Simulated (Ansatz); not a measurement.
# Ta: the cost of one run

Program: Ansatz 0.2.0. Level of theory: DFT PBE, scalar-relativistic. These are calculated values, not measurements.

## Step 1: The starting structure

The structure is cubic, space group Fm-3m (No. 225). Conventional cell: a = 4.220 Å, b = 4.220 Å, c = 4.220 Å, α = 90.00°, β = 90.00°, γ = 90.00°. Around Ta (site symmetry m-3m) lie 12 Ta at 2.98 Å.

As a file:

```xyz
1
Lattice="0.0000 2.1100 2.1100 2.1100 0.0000 2.1100 2.1100 2.1100 0.0000" Properties=species:S:1:pos:R:3 pbc="T T T"
Ta    0.0000    0.0000    0.0000
```

## Step 2: After the deformation

Space group Fm-3m before, I4/mmm after.

## Step 3: LAPW, all electrons

input.yaml

```yaml
crystal:
  lattice:
    - [0.0, 2.0889, 2.11]
    - [2.0889, 0.0, 2.11]
    - [2.0889, 2.0889, 0.0]
  atoms:
    - { symbol: Ta, position: [0.0, 0.0, 0.0] }
kpoints:
  mp_grid: { grid: [15, 15, 15] }
  band_path:
    path:
      - [0.0, 0.0, 0.0]
      - [0.0, 0.5, 0.5]
      - [0.25, 0.75, 0.5]
      - [0.0, 0.5, 0.0]
      - [0.0, 0.0, 0.0]
      - [0.5, 0.5, 0.0]
      - [0.3725125, 0.6274875, 0.0]
      - [-0.3725125, 0.3725125, 0.0]
      - [0.0, 0.0, 0.0]
    npoints: 5
scf:
  occupations: { method: fermi_dirac, width: 0.08 }
hamiltonian:
  xc: pbe
  pseudopotentials: { kind: all_electron, lapw: { basis_error: 0.0005 } }
output:
  forces: true
  stress: true
  eigenvalues: true
```

Run with:

```
> ansatz run input.yaml --threads 1 --pin off --max-ram 3072MiB --backend cpu --events-out ev --progress --plain --runs-dir out
```

**Question.** How long does this run take on 1 thread of Arm Neoverse V2, shared host, and how much memory does it need?

About 29 s, with a peak of 0.51 GiB.
